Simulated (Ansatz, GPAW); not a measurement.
Given: the input of a run of Ansatz 0.2.0 on CdTe. 

The input input.yaml:

```yaml
crystal:
  lattice:
    - [0.0, 3.205, 3.205]
    - [3.205, 0.0, 3.205]
    - [3.205, 3.205, 0.0]
  atoms:
    - { symbol: Te, position: [0.75, 0.75, 0.75] }
    - { symbol: Cd, position: [0.0, 0.0, 0.0] }
kpoints:
  mp_grid: { grid: [7, 7, 7] }
scf:
  occupations: { method: gaussian, width: 0.022 }
hamiltonian:
  xc: pbe
  pseudopotentials: { kind: all_electron, lapw: { basis_error: 0.001 } }
output:
  forces: true
  stress: true
  eigenvalues: true
```

Potentials or basis: all-electron LAPW, scalar-relativistic.

Command:

```sh
$ ansatz run input.yaml --threads 1 --pin off --max-ram 3072MiB --backend cpu --events-out ev --progress --plain --runs-dir out
```

Q: Translate it to GPAW 26.7.0 (ASE script). Potentials or basis there: GPAW PAW data sets (gpaw-data 1.2.1), cutoff 600 eV.

A: As run (cutoffs and basis follow the program's own potentials, and thresholds, step limits or extra output files can differ):

Contents of run.py:

```python
from ase import Atoms
from ase.dft.bandgap import bandgap
from ase.io import write
from ase.units import GPa
from gpaw import GPAW, PW

atoms = Atoms(['Te', 'Cd'],
              cell=[[0.0, 3.205, 3.205],
                    [3.205, 0.0, 3.205],
                    [3.205, 3.205, 0.0]],
              scaled_positions=[[0.75, 0.75, 0.75],
                                [0.0, 0.0, 0.0]],
              pbc=True)

calc = GPAW(mode=PW(600),
            xc='PBE',
            kpts={'size': (7, 7, 7), 'gamma': True},
            occupations={'name': 'methfessel-paxton', 'order': 0, 'width': 0.022},
            nbands=18,
            convergence={'density': 1e-05, 'energy': 1e-05},
            maxiter=150,
            txt='gpaw.txt')
atoms.calc = calc
energy = atoms.get_potential_energy()
forces = atoms.get_forces()
stress = atoms.get_stress()
calc.write('gs.gpw')
write('result.traj', atoms)
print(f'Energy: {energy:.6f} eV')
print('Forces (eV/A):')
print(forces.round(4))
print('Stress (GPa):', (stress / GPa).round(3))
print('Fermi level:', round(calc.get_fermi_level(), 4), 'eV')
print(f'Gap: {bandgap(calc)[0]:.4f} eV, direct: {bandgap(calc, direct=True)[0]:.4f} eV')
```

Potentials or basis: GPAW PAW data sets (gpaw-data 1.2.1), pw.

Command:

```console
$ OMP_NUM_THREADS=1 python run.py
```

Both were run:

|  | Ansatz | GPAW |
| --- | --- | --- |
| Pressure | 4.3 GPa | 3.8 GPa |

Where Ansatz's input types no cutoff or centring, it takes its own default and a Γ-centred mesh.

Pressure is positive in compression.
